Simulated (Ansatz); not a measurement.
**SnTe and the effect of the choice of potentials or basis**

It takes space group Fm-3m (No. 225, cubic). The conventional cell has a = 6.302 Å, b = 6.302 Å, c = 6.302 Å, α = 90.00°, β = 90.00°, γ = 90.00°. Te (site symmetry m-3m) is surrounded by 6 Sn at 3.15 Å. Around Sn (site symmetry m-3m) lie 6 Te at 3.15 Å.

Kept alike: task equation of state; functional PBEsol; k mesh 7 × 7 × 7; occupations fermi-dirac, width 0.05 eV; no spin polarisation. Program: Ansatz. Cutoffs run from 420 to 6600 eV. The mesh is that of the run's cell of 2 atoms. No spin-orbit coupling.

| choice of potentials or basis | volume (Å³/atom) | bulk modulus (GPa) |
| --- | --- | --- |
| Ansatz PAW | 31.025 | 46.8 |
| Ansatz PAW (files of its older set among them) | 31.031 | 46.8 |
| JTH PAW | 31.016 | 47.0 |
| PseudoDojo standard | 30.994 | 47.0 |
| PseudoDojo stringent | 31.073 | 46.7 |

Volume and modulus come from cells scaled at fixed shape and fractions.

Q: What does the choice of potentials or basis change here?

A: The volume runs from 30.994 (PseudoDojo standard) to 31.073 Å³/atom (PseudoDojo stringent). The bulk modulus runs from 46.7 (PseudoDojo stringent) to 47.0 GPa (JTH PAW; PseudoDojo standard).
